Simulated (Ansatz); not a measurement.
# AlN: the cost of one run

Program: Ansatz 0.2.0. Level of theory: DFT PBE, scalar-relativistic, plane waves, PAW. These are calculated values, not measurements.

The COD entry's cell or inner coordinates are ideal or old and differ from later refinements, so a difference from it is no clean test against experiment.

## 1. Starting point

It takes space group P6_3mc (No. 186, hexagonal). Conventional cell: a = 3.113 Å, b = 3.113 Å, c = 4.981 Å, α = 90.00°, β = 90.00°, γ = 120.00°. Around Al (site symmetry 3m) lie 4 N at 1.89 Å. Around N (site symmetry 3m) lie 4 Al at 1.89 Å.

Coordinates:

```cif
data_structure
_symmetry_space_group_name_H-M 'P 1'
_symmetry_Int_Tables_number 1
_cell_length_a 7.3405
_cell_length_b 7.3405
_cell_length_c 10.5843
_cell_angle_alpha 108.623
_cell_angle_beta 108.623
_cell_angle_gamma 94.537
_cell_volume 501.63
loop_
_atom_site_label
_atom_site_type_symbol
_atom_site_fract_x
_atom_site_fract_y
_atom_site_fract_z
_atom_site_occupancy
Al1 Al 0.16667 0.00000 0.16667 1
Al2 Al 0.66667 0.50000 0.16667 1
Al3 Al 0.50000 0.83333 0.33333 1
Al4 Al 0.00000 0.33333 0.33333 1
Al5 Al 0.83333 0.66667 0.50000 1
Al6 Al 0.33333 0.16667 0.50000 1
Al7 Al 0.16667 0.50000 0.66667 1
Al8 Al 0.66667 0.00000 0.66667 1
Al9 Al 0.50000 0.33333 0.83333 1
Al10 Al 0.00000 0.83333 0.83333 1
Al11 Al 0.83333 0.16667 0.00000 1
Al12 Al 0.33333 0.66667 0.00000 1
Al13 Al 0.25000 0.41667 0.16667 1
Al14 Al 0.75000 0.91667 0.16667 1
Al15 Al 0.58333 0.25000 0.33333 1
Al16 Al 0.08333 0.75000 0.33333 1
Al17 Al 0.91667 0.08333 0.50000 1
Al18 Al 0.41667 0.58333 0.50000 1
Al19 Al 0.25000 0.91667 0.66667 1
Al20 Al 0.75000 0.41667 0.66667 1
Al21 Al 0.58333 0.75000 0.83333 1
Al22 Al 0.08333 0.25000 0.83333 1
Al23 Al 0.91667 0.58333 0.00000 1
Al24 Al 0.41667 0.08333 0.00000 1
N1 N 0.35667 0.19000 0.16667 1
N2 N 0.85667 0.69000 0.16667 1
N3 N 0.69000 0.02333 0.33333 1
N4 N 0.19000 0.52333 0.33333 1
N5 N 0.02333 0.85667 0.50000 1
N6 N 0.52333 0.35667 0.50000 1
N7 N 0.35667 0.69000 0.66667 1
N8 N 0.85667 0.19000 0.66667 1
N9 N 0.69000 0.52333 0.83333 1
N10 N 0.19000 0.02333 0.83333 1
N11 N 0.02333 0.35667 0.00000 1
N12 N 0.52333 0.85667 0.00000 1
N13 N 0.44000 0.60667 0.16667 1
N14 N 0.94000 0.10667 0.16667 1
N15 N 0.77333 0.44000 0.33333 1
N16 N 0.27333 0.94000 0.33333 1
N17 N 0.10667 0.27333 0.50000 1
N18 N 0.60667 0.77333 0.50000 1
N19 N 0.44000 0.10667 0.66667 1
N20 N 0.94000 0.60667 0.66667 1
N21 N 0.77333 0.94000 0.83333 1
N22 N 0.27333 0.44000 0.83333 1
N23 N 0.10667 0.77333 0.00000 1
N24 N 0.60667 0.27333 0.00000 1
```

The runs take a perfect supercell of 48 atoms; the defect goes to fractional position (0.357, 0.190, 0.167).

## 2. The perfect supercell

Contents of input.yaml:

```yaml
crystal:
  lattice:
    - [-4.6695, 2.695937, 4.981]
    - [4.6695, -2.695937, 4.981]
    - [4.6695, 8.087811, -4.981]
  atoms:
    - { symbol: Al, position: [0.166666, 0.0, 0.166667] }
    - { symbol: Al, position: [0.666666, 0.5, 0.166667] }
    - { symbol: Al, position: [0.5, 0.833334, 0.333333] }
    - { symbol: Al, position: [0.0, 0.333334, 0.333333] }
    - { symbol: Al, position: [0.833333, 0.666667, 0.5] }
    - { symbol: Al, position: [0.333333, 0.166667, 0.5] }
    - { symbol: Al, position: [0.166666, 0.5, 0.666667] }
    - { symbol: Al, position: [0.666666, 0.0, 0.666667] }
    - { symbol: Al, position: [0.5, 0.333334, 0.833333] }
    - { symbol: Al, position: [0.0, 0.833334, 0.833333] }
    - { symbol: Al, position: [0.833333, 0.166667, 0.0] }
    - { symbol: Al, position: [0.333333, 0.666667, 0.0] }
    - { symbol: Al, position: [0.25, 0.416666, 0.166667] }
    - { symbol: Al, position: [0.75, 0.916666, 0.166667] }
    - { symbol: Al, position: [0.583334, 0.25, 0.333333] }
    - { symbol: Al, position: [0.083334, 0.75, 0.333333] }
    - { symbol: Al, position: [0.916667, 0.083333, 0.5] }
    - { symbol: Al, position: [0.416667, 0.583333, 0.5] }
    - { symbol: Al, position: [0.25, 0.916666, 0.666667] }
    - { symbol: Al, position: [0.75, 0.416666, 0.666667] }
    - { symbol: Al, position: [0.583334, 0.75, 0.833333] }
    - { symbol: Al, position: [0.083334, 0.25, 0.833333] }
    - { symbol: Al, position: [0.916667, 0.583333, 0.0] }
    - { symbol: Al, position: [0.416667, 0.083333, 0.0] }
    - { symbol: "N", position: [0.356666, 0.19, 0.166667] }
    - { symbol: "N", position: [0.856666, 0.69, 0.166667] }
    - { symbol: "N", position: [0.69, 0.023334, 0.333333] }
    - { symbol: "N", position: [0.19, 0.523334, 0.333333] }
    - { symbol: "N", position: [0.023333, 0.856667, 0.5] }
    - { symbol: "N", position: [0.523333, 0.356667, 0.5] }
    - { symbol: "N", position: [0.356666, 0.69, 0.666667] }
    - { symbol: "N", position: [0.856666, 0.19, 0.666667] }
    - { symbol: "N", position: [0.69, 0.523334, 0.833333] }
    - { symbol: "N", position: [0.19, 0.023334, 0.833333] }
    - { symbol: "N", position: [0.023333, 0.356667, 0.0] }
    - { symbol: "N", position: [0.523333, 0.856667, 0.0] }
    - { symbol: "N", position: [0.44, 0.606666, 0.166667] }
    - { symbol: "N", position: [0.94, 0.106666, 0.166667] }
    - { symbol: "N", position: [0.773334, 0.44, 0.333333] }
    - { symbol: "N", position: [0.273334, 0.94, 0.333333] }
    - { symbol: "N", position: [0.106667, 0.273333, 0.5] }
    - { symbol: "N", position: [0.606667, 0.773333, 0.5] }
    - { symbol: "N", position: [0.44, 0.106666, 0.666667] }
    - { symbol: "N", position: [0.94, 0.606666, 0.666667] }
    - { symbol: "N", position: [0.773334, 0.94, 0.833333] }
    - { symbol: "N", position: [0.273334, 0.44, 0.833333] }
    - { symbol: "N", position: [0.106667, 0.773333, 0.0] }
    - { symbol: "N", position: [0.606667, 0.273333, 0.0] }
basis:
  ecutwfc: 420
  fft_grid_basis: typed
kpoints:
  mp_grid: { grid: [2, 2, 2] }
hamiltonian:
  xc: pbe
  pseudopotentials: { kind: paw }
scf:
  occupations: { method: gaussian, width: 0.05 }
output:
  forces: true
  stress: false
  eigenvalues: true
  bader: false
  write_density: true
  volumetric_format: npy
```

The run is started by

```
ansatz run input.yaml --threads 4 --pin off --max-ram 10240MiB --backend cpu --events-out ev --progress --plain --runs-dir out
```

**Question.** How long does this run take on 4 threads of AMD EPYC 9R45 (Zen 5), shared host, and how much memory does it need?

About 1.6 s, with a peak of 1.8 GiB.
